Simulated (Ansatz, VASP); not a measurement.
**MgI2 in VASP and in Ansatz**

File INCAR:

```
SYSTEM = MgI2
PREC = Accurate
ENCUT = 520
EDIFF = 1E-7
ISMEAR = 0
SIGMA = 0.05
LREAL = .False.
LASPH = .True.
NELM = 100
ALGO = Normal
ISIF = 2
LWAVE = .False.
LCHARG = .False.
GGA = PS
NBANDS = 15
```

The input KPOINTS:

```
regular mesh
0
Gamma
  6 6 4
  0 0 0
```

The input POSCAR:

```
MgI2
1.0
    4.2160056232      0.0000000000      0.0000000000
   -2.1080028116      3.6511679722      0.0000000000
    0.0000000000      0.0000000000      6.8620000000
Mg I
1 2
Direct
    0.0000000000      0.0000000000      0.0000000000
    0.3333333333      0.6666666667      0.7576300000
    0.6666666667      0.3333333333      0.2423700000
```

Input for Ansatz:

```yaml
crystal:
  lattice:
    - [4.2160056232, 0.0, 0.0]
    - [-2.1080028116, 3.6511679722, 0.0]
    - [0.0, 0.0, 6.862]
  atoms:
    - { symbol: Mg, position: [0.0, 0.0, 0.0] }
    - { symbol: I, position: [0.3333333333, 0.6666666667, 0.75763] }
    - { symbol: I, position: [0.6666666667, 0.3333333333, 0.24237] }
basis:
  ecutwfc: 420
kpoints:
  mp_grid: { grid: [6, 6, 4] }
hamiltonian:
  xc: pbesol
scf:
  occupations: { method: gaussian, width: 0.05 }
output:
  forces: true
  stress: true
  eigenvalues: true
```

Change from the starting cell: strain +0.015 along x and y, +0.000 along z, atoms carried along.

Alike in both runs: task single point; functional PBEsol; k mesh 6 × 6 × 4; occupations gaussian, width 0.05 eV; no spin polarisation.

```csv
,VASP,Ansatz
version,VASP 6.6.1,Ansatz 0.2.0
potentials or method,"VASP PAW PBE potentials, release 64 (Mg, I)","scalar-relativistic, plane waves, PAW"
plane-wave cutoff (eV),520,420
valence electrons in the cell,16,44
```

VASP gave:

* gap on the k mesh at the Fermi level (eV): 3.36
* least direct gap on the mesh (eV): 3.36
* pressure (GPa): -1.0
* largest component of the traceless stress (GPa): 0.54
* rms of the force components (eV/Å): 0.066

Task: Estimate Ansatz's values.

Result: gap on the k mesh at the Fermi level (eV): 3.37; least direct gap on the mesh (eV): 3.37; pressure (GPa): -1.0; largest component of the traceless stress (GPa): 0.53; rms of the force components (eV/Å): 0.063.

Atom by atom the forces differ by 0.002 eV/Å (rms over components). The functional is the same, so the differences come from potentials, cutoffs and numerics. The two sets of potentials don't hold the same shells in valence.

Caveats: the PAW data sets were made with another functional, which shifts forces and pressure a little (VASP); spin-orbit coupling is left out, which moves the levels of the heavy elements; this functional lacks dispersion, which binds the layers, so the pressure and a relaxed spacing across them are unreliable. A k mesh can miss the band edges.
